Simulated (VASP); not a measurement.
Here is a VASP 6.6.1 calculation.

The input INCAR:

```
SYSTEM = HfB2
ALGO = Fast
EDIFF = 1E-6
EDIFFG = -0.002
ENCUT = 600
GGA = PE
IBRION = 2
ISIF = 3
ISMEAR = 0
IVDW = 12
LASPH = .TRUE.
LCHARG = .FALSE.
LREAL = .FALSE.
LWAVE = .FALSE.
NELM = 100
NSW = 100
PREC = Accurate
SIGMA = 0.1
```

File KPOINTS:

```
k-points
0
G
  15 15 12
  0 0 0
```

File POSCAR:

```
HfB2
1.0
    3.1326790800      0.0000000000      0.0000000000
   -1.5663395400      2.7129796700      0.0000000000
    0.0000000000      0.0000000000      3.4792139900
Hf B
1 2
Direct
    0.0000000000      0.0000000000      0.0000000000
    0.3333333300      0.6666666700      0.5000000000
    0.6666666700      0.3333333300      0.5000000000
```

Potentials or basis: VASP PAW PBE potentials, release 64 (Hf_pv, B).

Launch:

```sh
$ cat potpaw_PBE.64/Hf_pv/POTCAR potpaw_PBE.64/B/POTCAR > POTCAR
$ mpirun -np 1 vasp_std > vasp.out
```

(1) Estimate the space group after relaxing (to 0.05 Å).

(2) Estimate the relaxed volume.

(3) Estimate the relaxed cell.

(4) Estimate the dispersion energy per atom.

Answers

(1) P6/mmm (No. 191).

(2) 9.71 Å³/atom.

(3) a = 3.120 Å, b = 3.120 Å, c = 3.457 Å, α = 90.00°, β = 90.00°, γ = 120.00°.

(4) -0.369 eV.

Caveat: pairwise dispersion overbinds metals, which lowers pressure and volume.
